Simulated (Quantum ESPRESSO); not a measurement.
# TiB2 (P6/mmm) in Quantum ESPRESSO: equation of state

How stiff is TiB2 in PBEsol, and what volume does it want? The cell is scaled to several volumes.

Program: Quantum ESPRESSO 7.5. These are calculated values, not measurements. Logs are shortened: lines on timing, memory, paths and dates and some standing lists are left out, and cuts for length are marked.

## 1. The structure

It takes space group P6/mmm (No. 191, hexagonal). The conventional cell has a = 3.029 Å, b = 3.029 Å, c = 3.228 Å, α = 90.00°, β = 90.00°, γ = 120.00°. Ti (site symmetry 6/mmm) is surrounded by 12 B at 2.38 Å. B (site symmetry -6m2) has 3 B at 1.75 Å as nearest neighbours.

## 2. Single point, PBEsol, 8.04 Å³/atom

File pw.in:

```
&CONTROL
  calculation = 'scf'
  prefix = 'pwscf'
  outdir = './tmp'
  pseudo_dir = './pseudo'
  tstress = .true.
  disk_io = 'nowf'
/
&SYSTEM
  ibrav = 0
  nat = 3
  ntyp = 2
  ecutwfc = 45
  ecutrho = 360
  nbnd = 15
  occupations = 'smearing'
  smearing = 'fd'
  degauss = 0.00367493
/
&ELECTRONS
  conv_thr = 6d-10
  electron_maxstep = 120
  mixing_beta = 0.5
/
ATOMIC_SPECIES
Ti    47.8670 ti_pbesol_v1.4.uspp.F.UPF
B     10.8100 b_pbesol_v1.4.uspp.F.UPF
CELL_PARAMETERS angstrom
   2.9673622405    0.0000000000    0.0000000000
  -1.4836811203    2.5698110825    0.0000000000
   0.0000000000    0.0000000000    3.1624957934
ATOMIC_POSITIONS crystal
Ti     0.0000000000    0.0000000000    0.0000000000
B      0.6666666667    0.3333333333    0.5000000000
B      0.3333333333    0.6666666667    0.5000000000
K_POINTS automatic
10 10 8 0 0 0
```

Potentials or basis: GBRV 1.5 PBEsol.

The run is started by

```console
> OMP_NUM_THREADS=1 mpirun -n 2 pw.x -nk 2 -in pw.in > pw.out
```

pw.out:

```text
This program is part of the open-source Quantum ESPRESSO suite
     for quantum simulation of materials; please cite
[... 13 lines left out ...]
     --------------------
     sticks:   dense  smooth     PW     G-vecs:    dense   smooth      PW
     Sum         769     379    121                18757     6607    1203

     Using Slab Decomposition

     bravais-lattice index     =            0
     lattice parameter (alat)  =       5.6075  a.u.
     unit-cell volume          =     162.7415 (a.u.)^3
     number of atoms/cell      =            3
     number of atomic types    =            2
     number of electrons       =        18.00
     number of Kohn-Sham states=           15
     kinetic-energy cutoff     =      45.0000  Ry
     charge density cutoff     =     360.0000  Ry
     scf convergence threshold =      6.0E-10
     mixing beta               =       0.5000
     number of iterations used =            8  plain     mixing
     Exchange-correlation= SLA  PW   PSX  PSC
                           (   1   4  10   8   0   0   0)

     celldm(1)=   5.607502  celldm(2)=   0.000000  celldm(3)=   0.000000
     celldm(4)=   0.000000  celldm(5)=   0.000000  celldm(6)=   0.000000

     crystal axes: (cart. coord. in units of alat)
               a(1) = (   1.000000   0.000000   0.000000 )
               a(2) = (  -0.500000   0.866025   0.000000 )
               a(3) = (   0.000000   0.000000   1.065760 )

     reciprocal axes: (cart. coord. in units 2 pi/alat)
               b(1) = (  1.000000  0.577350 -0.000000 )
               b(2) = (  0.000000  1.154701  0.000000 )
               b(3) = (  0.000000 -0.000000  0.938298 )

     PseudoPot. # 1 for Ti read from file:
     ti_pbesol_v1.4.uspp.F.UPF
     Pseudo is Ultrasoft + core correction, Zval = 12.0
     Generated by new atomic code, or converted to UPF format
     Using radial grid of  851 points,  6 beta functions with:
                l(1) =   0
                l(2) =   0
                l(3) =   1
                l(4) =   1
                l(5) =   2
                l(6) =   2
     Q(r) pseudized with  6 coefficients,  rinner =    1.000   1.000   1.000
                                                       1.000   1.000

     PseudoPot. # 2 for B  read from file:
     b_pbesol_v1.4.uspp.F.UPF
     Pseudo is Ultrasoft + core correction, Zval =  3.0
     Generated by new atomic code, or converted to UPF format
     Using radial grid of  781 points,  4 beta functions with:
                l(1) =   0
                l(2) =   0
                l(3) =   1
                l(4) =   1
     Q(r) pseudized with  8 coefficients,  rinner =    1.100   1.100   1.100

     atomic species   valence    mass     pseudopotential
     Ti               12.00    47.86700     Ti( 1.00)
     B                 3.00    10.81000     B ( 1.00)

     24 Sym. Ops., with inversion, found

   Cartesian axes

     site n.     atom                  positions (alat units)
         1        Ti     tau(   1) = (   0.0000000   0.0000000   0.0000000  )
         2        B      tau(   2) = (   0.5000000   0.2886751   0.5328800  )
         3        B      tau(   3) = (  -0.0000000   0.5773503   0.5328800  )

     number of k points=    70  Fermi-Dirac smearing, width (Ry)=  0.0037
                       cart. coord. in units 2pi/alat
        k(    1) = (   0.0000000   0.0000000   0.0000000), wk =   0.0025000
        k(    2) = (   0.0000000   0.0000000   0.1172872), wk =   0.0050000
        k(    3) = (   0.0000000   0.0000000   0.2345744), wk =   0.0050000
        k(    4) = (   0.0000000   0.0000000   0.3518616), wk =   0.0050000
        k(    5) = (   0.0000000   0.0000000  -0.4691488), wk =   0.0025000
        k(    6) = (   0.0000000   0.1154701   0.0000000), wk =   0.0150000
[... 62 lines left out ...]
        k(   69) = (   0.3000000   0.5196152   0.3518616), wk =   0.0300000
        k(   70) = (   0.3000000   0.5196152  -0.4691488), wk =   0.0150000

     Dense  grid:    18757 G-vectors     FFT dimensions: (  36,  36,  40)

     Smooth grid:     6607 G-vectors     FFT dimensions: (  24,  24,  25)

     Check: negative core charge=   -0.000011

     Initial potential from superposition of free atoms

     starting charge      16.9994, renormalised to      18.0000

     negative rho (up, down):  6.684E-04 0.000E+00
     Starting wfcs are   18 randomized atomic wfcs

     Self-consistent Calculation

     iteration #  1     ecut=    45.00 Ry     beta= 0.50
     Davidson diagonalization with overlap
     ethr =  1.00E-02,  avg # of iterations =  2.8

     negative rho (up, down):  9.331E-04 0.000E+00

     total energy              =    -131.82096480 Ry
     estimated scf accuracy    <       0.73606944 Ry

     iteration #  2     ecut=    45.00 Ry     beta= 0.50
     Davidson diagonalization with overlap
     ethr =  4.09E-03,  avg # of iterations =  2.6

     negative rho (up, down):  5.940E-04 0.000E+00

     total energy              =    -131.98165295 Ry
     estimated scf accuracy    <       0.54994808 Ry

     iteration #  3     ecut=    45.00 Ry     beta= 0.50
     Davidson diagonalization with overlap
     ethr =  3.06E-03,  avg # of iterations =  1.4

     negative rho (up, down):  5.591E-04 0.000E+00

     total energy              =    -132.10088954 Ry
     estimated scf accuracy    <       0.01436816 Ry

     iteration #  4     ecut=    45.00 Ry     beta= 0.50
     Davidson diagonalization with overlap
     ethr =  7.98E-05,  avg # of iterations =  2.8

     negative rho (up, down):  5.437E-04 0.000E+00

     total energy              =    -132.10504939 Ry
     estimated scf accuracy    <       0.00101388 Ry

     iteration #  5     ecut=    45.00 Ry     beta= 0.50
     Davidson diagonalization with overlap
     ethr =  5.63E-06,  avg # of iterations =  3.6

     negative rho (up, down):  5.353E-04 0.000E+00

     total energy              =    -132.10523974 Ry
     estimated scf accuracy    <       0.00000795 Ry

     iteration #  6     ecut=    45.00 Ry     beta= 0.50
     Davidson diagonalization with overlap
     ethr =  4.42E-08,  avg # of iterations =  3.4

     negative rho (up, down):  5.346E-04 0.000E+00

     total energy              =    -132.10524367 Ry
     estimated scf accuracy    <       0.00000013 Ry

[... 40 lines left out ...]

          k = 0.0000 0.0000 0.3519 (   817 PWs)   bands (ev):

   -40.4051 -17.1247 -16.5248 -16.5248   3.9595   8.9248  14.8566  14.8566
    16.1375  16.1375  17.4576  17.4576  17.5072  23.0189  26.2920

          k = 0.0000 0.0000-0.4691 (   804 PWs)   bands (ev):

   -40.4022 -17.1624 -16.5217 -16.5217   4.4275   8.2308  15.5737  15.5737
    15.9119  15.9119  16.5681  16.5681  17.9124  22.9350  26.9087

          k = 0.0000 0.1155 0.0000 (   821 PWs)   bands (ev):

   -40.4155 -16.8910 -16.5940 -16.5544   2.4933  12.8246  13.3433  13.6033
    13.9018  18.1318  18.5500  19.3412  19.4815  22.8992  23.3179

          k = 0.0000 0.1155 0.1173 (   823 PWs)   bands (ev):

   -40.4126 -16.9299 -16.5905 -16.5511   2.7117  12.1948  12.9590  13.4659
    15.0419  17.5463  17.9155  19.4943  19.5902  23.2790  23.7483

          k = 0.0000 0.1155 0.2346 (   815 PWs)   bands (ev):

   -40.4054 -17.0224 -16.5821 -16.5434   3.3096  10.5624  13.3245  13.7800
    15.8912  16.7827  17.3350  18.9032  19.0890  23.6376  24.4886

          k = 0.0000 0.1155 0.3519 (   817 PWs)   bands (ev):

   -40.3983 -17.1134 -16.5738 -16.5356   4.0832   9.1435  13.7681  14.0941
    16.0388  16.5252  17.5002  18.0173  18.1248  23.4392  25.8195
[... 51 lines left out ...]
          k = 0.0000 0.3464-0.4691 (   822 PWs)   bands (ev):

   -40.3548 -17.0809 -16.8491 -16.5941   5.2059  10.3197  10.4455  11.9983
    14.1245  18.1560  18.5007  19.4043  20.2167  23.7849  23.9330

          k = 0.0000 0.4619 0.0000 (   834 PWs)   bands (ev):

   -40.3559 -17.0117 -16.8176 -16.6502   5.1996   8.2244  12.7403  12.8413
    13.7769  17.6309  19.0152  19.1854  19.8009  23.9204  24.0627

          k = 0.0000 0.4619 0.1173 (   830 PWs)   bands (ev):

   -40.3531 -17.0058 -16.8520 -16.6460   5.3155   8.2290  12.5695  12.6698
    13.7805  17.9793  18.5253  19.1541  20.3157  22.8989  24.7460

          k = 0.0000 0.4619 0.2346 (   822 PWs)   bands (ev):

   -40.3463 -16.9916 -16.9342 -16.6359   5.5573   8.3547  12.0291  12.4080
    13.6619  18.0379  18.5595  19.6895  20.9136  21.9593  24.6985

          k = 0.0000 0.4619 0.3519 (   823 PWs)   bands (ev):

   -40.3395 -17.0164 -16.9762 -16.6257   5.7208   8.7505  11.5879  11.8481
    13.4491  18.3312  18.8694  20.5074  20.8005  21.9487  23.8732

          k = 0.0000 0.4619-0.4691 (   828 PWs)   bands (ev):

   -40.3366 -17.0495 -16.9704 -16.6215   5.7611   9.0726  11.4246  11.4337
    13.3711  18.7483  18.9633  20.3600  20.9124  22.7258  22.8806

          k = 0.0000-0.5774 0.0000 (   832 PWs)   bands (ev):

   -40.3489 -17.0595 -16.8088 -16.6614   6.4395   6.8255  12.6817  12.7621
    13.6468  17.5755  19.1271  19.6622  19.6634  23.8915  24.1985

          k = 0.0000-0.5774 0.1173 (   838 PWs)   bands (ev):

   -40.3461 -17.0532 -16.8429 -16.6571   6.6603   6.7126  12.4585  12.7297
    13.6031  18.0895  18.6334  19.1555  20.5624  22.6566  25.0733

          k = 0.0000-0.5774 0.2346 (   828 PWs)   bands (ev):

   -40.3393 -17.0379 -16.9242 -16.6467   6.4520   7.2605  11.8717  12.8364
    13.2565  18.1187  19.2252  19.2680  21.1373  21.7560  24.5589

          k = 0.0000-0.5774 0.3519 (   818 PWs)   bands (ev):

   -40.3325 -17.0226 -17.0045 -16.6363   6.2061   8.0259  11.4034  12.5090
    12.9320  18.4500  19.2967  20.5228  21.2523  21.5272  23.3529

          k = 0.0000-0.5774-0.4691 (   832 PWs)   bands (ev):

   -40.3297 -17.0374 -17.0163 -16.6320   6.1080   8.4442  11.2317  12.0506
    12.9689  18.8467  19.3269  21.0909  21.1277  21.8961  22.3906

          k = 0.1000 0.1732 0.0000 (   826 PWs)   bands (ev):

   -40.4029 -16.8754 -16.6816 -16.5788   2.8882  12.0073  13.0176  13.3490
    14.2052  17.9336  18.6395  19.0310  19.2010  23.8474  24.7004

          k = 0.1000 0.1732 0.1173 (   825 PWs)   bands (ev):

   -40.3999 -16.9134 -16.6775 -16.5753   3.0910  12.1019  12.2911  13.0496
    15.0245  17.0696  18.4145  19.2009  19.7175  24.0098  24.0759

          k = 0.1000 0.1732 0.2346 (   829 PWs)   bands (ev):

   -40.3929 -17.0039 -16.6677 -16.5670   3.6391  10.8257  12.3462  13.1064
    15.9761  16.1227  17.9437  19.1067  19.7466  23.9186  24.5894

          k = 0.1000 0.1732 0.3519 (   823 PWs)   bands (ev):

   -40.3858 -17.0928 -16.6581 -16.5586   4.3246   9.5609  12.6135  13.1281
    15.5503  16.7762  17.9026  18.4942  19.1440  23.8948  25.4274

          k = 0.1000 0.1732-0.4691 (   828 PWs)   bands (ev):

   -40.3828 -17.1292 -16.6541 -16.5551   4.6858   9.0050  12.7298  13.1251
    15.3799  17.1534  18.1480  18.1775  18.5714  23.8814  25.8193

          k = 0.1000 0.2887 0.0000 (   825 PWs)   bands (ev):

   -40.3823 -16.8501 -16.8181 -16.6211   3.6440  10.6892  12.4345  13.0639
    14.6407  17.5318  18.0239  19.0457  20.1363  23.7444  24.4132

          k = 0.1000 0.2887 0.1173 (   832 PWs)   bands (ev):

   -40.3794 -16.8870 -16.8126 -16.6173   3.8164  10.7221  12.2631  12.5744
    15.0606  16.7050  18.6779  19.0953  20.2163  23.3617  24.7629

          k = 0.1000 0.2887 0.2346 (   830 PWs)   bands (ev):

   -40.3725 -16.9739 -16.8009 -16.6080   4.2670  10.7294  11.4211  12.3438
    15.0854  16.6566  18.3934  19.5478  20.3704  23.2085  24.9375

          k = 0.1000 0.2887 0.3519 (   825 PWs)   bands (ev):
[... 129 lines left out ...]
          k = 0.2000 0.5774-0.4691 (   836 PWs)   bands (ev):

   -40.3240 -17.0278 -16.9560 -16.7419   6.5430   8.0957  10.5303  12.5559
    12.8555  18.8660  19.9936  20.6649  21.0238  22.0124  24.5224

          k = 0.3000 0.5196 0.0000 (   838 PWs)   bands (ev):

   -40.3410 -16.9460 -16.8470 -16.7992   6.9620   8.1079   8.8908  13.6395
    14.7072  17.3015  17.3770  18.7454  23.3891  23.4819  26.2119

          k = 0.3000 0.5196 0.1173 (   833 PWs)   bands (ev):

   -40.3382 -16.9402 -16.8417 -16.8326   6.9758   8.0729   9.0278  13.4376
    14.2408  17.6655  18.0303  18.8416  22.9732  23.0888  26.8215

          k = 0.3000 0.5196 0.2346 (   837 PWs)   bands (ev):

   -40.3314 -16.9264 -16.9124 -16.8288   6.9495   7.9821   9.4562  13.0675
    13.5388  18.3727  19.1686  19.2126  22.1553  22.4768  25.9759

          k = 0.3000 0.5196 0.3519 (   840 PWs)   bands (ev):

   -40.3247 -16.9917 -16.9120 -16.8159   6.8653   7.8825  10.0205  12.7765
    13.0773  18.7762  19.8534  20.2258  21.4588  21.9270  24.3637

          k = 0.3000 0.5196-0.4691 (   840 PWs)   bands (ev):

   -40.3219 -17.0241 -16.9062 -16.8106   6.8195   7.8388  10.3005  12.6604
    12.9247  18.8651  20.4362  20.6685  20.9829  21.6675  23.7505

     the Fermi energy is    16.0303 ev

!    total energy              =    -132.10524373 Ry
     estimated scf accuracy    <          1.3E-10 Ry
     smearing contrib. (-TS)   =      -0.00045117 Ry
     internal energy E=F+TS    =    -132.10479256 Ry

     The total energy is F=E-TS. E is the sum of the following terms:
     one-electron contribution =     -26.61958577 Ry
     hartree contribution      =      23.42661476 Ry
     xc contribution           =     -24.15579148 Ry
     ewald contribution        =    -104.75603007 Ry

     convergence has been achieved in   9 iterations

     Computing stress (Cartesian axis) and pressure

     negative rho (up, down):  5.345E-04 0.000E+00
          total   stress  (Ry/bohr**3)                   (kbar)     P=      123.82
   0.00097832   0.00000000   0.00000000          143.92        0.00        0.00
   0.00000000   0.00097832   0.00000000            0.00      143.92        0.00
   0.00000000   0.00000000   0.00056857            0.00        0.00       83.64

=------------------------------------------------------------------------------=
   JOB DONE.
=------------------------------------------------------------------------------=
```

Run time: 7.4 s. Hardware: 2 MPI ranks of Arm Neoverse V1, shared host; peak memory 0.16 GiB.

What came out:

```yaml
Free_energy: -1797.3834 eV
Pressure: 12.4 GPa
Band_gap_on_the_k_mesh: none (metal or under the smearing width)
```

## 3. Single point, PBEsol, 8.21 Å³/atom

Edit pw.in of step 2 so:

```diff
@@ -28,5 +28,5 @@
 CELL_PARAMETERS angstrom
-   2.9673622405    0.0000000000    0.0000000000
-  -1.4836811203    2.5698110825    0.0000000000
-   0.0000000000    0.0000000000    3.1624957934
+   2.9882598462    0.0000000000    0.0000000000
+  -1.4941299231    2.5879089399    0.0000000000
+   0.0000000000    0.0000000000    3.1847676243
 ATOMIC_POSITIONS crystal
```

Potentials or basis: GBRV 1.5 PBEsol.

The run is started by

```console
> OMP_NUM_THREADS=1 mpirun -n 2 pw.x -nk 2 -in pw.in > pw.out
```

Wall time 7.1 s (2 MPI ranks of Arm Neoverse V1, shared host); peak memory 0.16 GiB.

Results (log left out):

```
Free energy            : -1797.4129 eV
Pressure               : 6.1 GPa
Band gap on the k mesh : none (metal or under the smearing width)
```

## 4. Single point, PBEsol, 8.38 Å³/atom

Edit pw.in of step 3 so:

```diff
@@ -28,5 +28,5 @@
 CELL_PARAMETERS angstrom
-   2.9882598462    0.0000000000    0.0000000000
-  -1.4941299231    2.5879089399    0.0000000000
-   0.0000000000    0.0000000000    3.1847676243
+   3.0088691861    0.0000000000    0.0000000000
+  -1.5044345930    2.6057571518    0.0000000000
+   0.0000000000    0.0000000000    3.2067322330
 ATOMIC_POSITIONS crystal
```

The run is started by

```console
> OMP_NUM_THREADS=1 mpirun -n 2 pw.x -nk 2 -in pw.in > pw.out
```

Run time: 7.2 s. Hardware: 2 MPI ranks of Arm Neoverse V1, shared host; peak memory 0.16 GiB.

It converged, with:

| Property | Result |
| --- | --- |
| Free energy | -1797.4231 eV |
| Pressure | 0.3 GPa |
| Band gap on the k mesh | none (metal or under the smearing width) |

## 5. Single point, PBEsol, 8.55 Å³/atom

Edit pw.in of step 4 so:

```diff
@@ -28,5 +28,5 @@
 CELL_PARAMETERS angstrom
-   3.0088691861    0.0000000000    0.0000000000
-  -1.5044345930    2.6057571518    0.0000000000
-   0.0000000000    0.0000000000    3.2067322330
+   3.0292000000    0.0000000000    0.0000000000
+  -1.5146000000    2.6233641531    0.0000000000
+   0.0000000000    0.0000000000    3.2284000000
 ATOMIC_POSITIONS crystal
```

The run is started by

```console
> OMP_NUM_THREADS=1 mpirun -n 2 pw.x -nk 2 -in pw.in > pw.out
```

Run time: 8.1 s. Hardware: 2 MPI ranks of Arm Neoverse V1, shared host; peak memory 0.18 GiB.

It converged, with:

```yaml
Free_energy: -1797.4158 eV
Pressure: -4.9 GPa
Band_gap_on_the_k_mesh: none (metal or under the smearing width)
```

## 6. Single point, PBEsol, 8.72 Å³/atom

Edit pw.in of step 5 so:

```diff
@@ -28,5 +28,5 @@
 CELL_PARAMETERS angstrom
-   3.0292000000    0.0000000000    0.0000000000
-  -1.5146000000    2.6233641531    0.0000000000
-   0.0000000000    0.0000000000    3.2284000000
+   3.0492615118    0.0000000000    0.0000000000
+  -1.5246307559    2.6407379320    0.0000000000
+   0.0000000000    0.0000000000    3.2497807555
 ATOMIC_POSITIONS crystal
```

Potentials or basis: GBRV 1.5 PBEsol.

The run is started by

```console
> OMP_NUM_THREADS=1 mpirun -n 2 pw.x -nk 2 -in pw.in > pw.out
```

It took 7.3 s on 2 MPI ranks of Arm Neoverse V1, shared host; peak memory 0.18 GiB.

Results (log left out):

| Item | Value |
| --- | --- |
| Free energy | -1797.3926 eV |
| Pressure | -9.6 GPa |
| Band gap on the k mesh | none (metal or under the smearing width) |

## 7. Single point, PBEsol, 8.89 Å³/atom

Edit pw.in of step 6 so:

```diff
@@ -28,5 +28,5 @@
 CELL_PARAMETERS angstrom
-   3.0492615118    0.0000000000    0.0000000000
-  -1.5246307559    2.6407379320    0.0000000000
-   0.0000000000    0.0000000000    3.2497807555
+   3.0690624661    0.0000000000    0.0000000000
+  -1.5345312330    2.6578860614    0.0000000000
+   0.0000000000    0.0000000000    3.2708838193
 ATOMIC_POSITIONS crystal
```

The run is started by

```console
> OMP_NUM_THREADS=1 mpirun -n 2 pw.x -nk 2 -in pw.in > pw.out
```

Run time: 7.4 s. Hardware: 2 MPI ranks of Arm Neoverse V1, shared host; peak memory 0.18 GiB.

It converged, with:

| Quantity | Value |
| --- | --- |
| Free energy | -1797.3551 eV |
| Pressure | -13.9 GPa |
| Band gap on the k mesh | none (metal or under the smearing width) |

## 8. Single point, PBEsol, 9.06 Å³/atom

Edit pw.in of step 7 so:

```diff
@@ -28,5 +28,5 @@
 CELL_PARAMETERS angstrom
-   3.0690624661    0.0000000000    0.0000000000
-  -1.5345312330    2.6578860614    0.0000000000
-   0.0000000000    0.0000000000    3.2708838193
+   3.0886111617    0.0000000000    0.0000000000
+  -1.5443055808    2.6748157284    0.0000000000
+   0.0000000000    0.0000000000    3.2917180359
 ATOMIC_POSITIONS crystal
```

The run is started by

```console
> OMP_NUM_THREADS=1 mpirun -n 2 pw.x -nk 2 -in pw.in > pw.out
```

It took 9.1 s on 2 MPI ranks of Arm Neoverse V1, shared host; peak memory 0.18 GiB.

It converged, with:

| Quantity | Value |
| --- | --- |
| Free energy | -1797.3045 eV |
| Pressure | -17.7 GPa |
| Band gap on the k mesh | none (metal or under the smearing width) |

## 9. Equation of state, PBEsol

Potentials or basis: GBRV 1.5 PBEsol.

No new run: the results of the series are fitted here.

What came out:

- Equilibrium volume: 8.39 Å³/atom
- Bulk modulus at fixed shape and positions: 266 GPa
- Pressure derivative of the bulk modulus: 3.8

Energy against volume, from the lowest point:
```tsv
volume (Å³/atom)	energy (meV/atom)
8.039	13.23
8.210	3.40
8.381	0.00
8.552	2.43
8.723	10.16
8.894	22.67
9.065	39.53
```

Caveat: the cell was scaled at fixed shape and fractional positions, which overstates the stiffness of a crystal with free parameters, most of all of layers and chains.
